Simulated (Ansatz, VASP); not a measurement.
# SrO in VASP and in Ansatz

```xyz
2
Lattice="3.1029 -0.0808 0.0000 -0.0808 3.1029 0.0000 0.0000 0.0000 3.1029" Properties=species:S:1:pos:R:3 pbc="T T T"
Sr    0.0000    0.0000    0.0000
O     1.5110    1.5110    1.5514
```

Change from the starting cell: shear_xy strain -5.2%.

Alike in both runs: task single point; functional PBE; k mesh 8 × 8 × 8; occupations fermi-dirac, width 0.02 eV; no spin polarisation.

```csv
,VASP,Ansatz
version,VASP 6.6.1,Ansatz 0.2.0
potentials or method,"VASP PAW PBE potentials, release 64 (Sr_sv, O)","plane waves, PAW"
plane-wave cutoff (eV),520,420
valence electrons in the cell,16,16
```

```tsv
	VASP	Ansatz	Ansatz less VASP
gap on the k mesh at the Fermi level (eV)	2.76	2.81	+0.055
pressure (GPa)	3.9	3.1	-0.81
largest component of the traceless stress (GPa)	0.13	0.03	-0.097
```

The functional is the same, so the differences come from potentials, cutoffs and numerics.

A k mesh can miss the band edges.
